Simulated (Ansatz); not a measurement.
# A sublattice moved along a line in SiNi

Theory: DFT PBEsol, scalar-relativistic, plane waves, PAW in Ansatz 0.2.0. Cutoff 420 eV, Γ-centred 10×10×10 k-points, Gaussian smearing of 0.15 eV. No spin polarisation. A magnetic state may lie lower. Energies are free energies at this smearing, counted from the undisturbed cell; pressure is positive in compression.

The starting cell (relaxed at this level; this form isn't the usual structure):

```xyz
8
Lattice="4.4680 0.0000 0.0000 0.0000 4.4680 0.0000 0.0000 0.0000 4.4680" Properties=species:S:1:pos:R:3 pbc="T T T"
Si    3.7820    3.7820    3.7820
Si    2.9200    0.6860    1.5480
Si    1.5480    2.9200    0.6860
Si    0.6860    1.5480    2.9200
Ni    0.6657    0.6657    0.6657
Ni    1.5683    3.8023    2.8997
Ni    2.8997    1.5683    3.8023
Ni    3.8023    2.8997    1.5683
```

Every Ni atom is moved by x along the Cartesian unit vector (0.707, -0.707, 0.000); the cell and all other atoms stay fixed. The cell is metallic on the mesh throughout.

```csv
x (Å),ΔE (meV/cell)
-0.5000,3651.9
-0.2500,822.9
0.0000,0.0
0.3750,1934.6
```

Question: Predict the force along x on the moved atoms (eV/Å) at each point.

Answer:
```
  x (Å) force along x on the moved atoms (eV/Å)
-0.5000                                    16.58
-0.2500                                     6.82
 0.0000                                     0.00
 0.3750                                   -11.13
```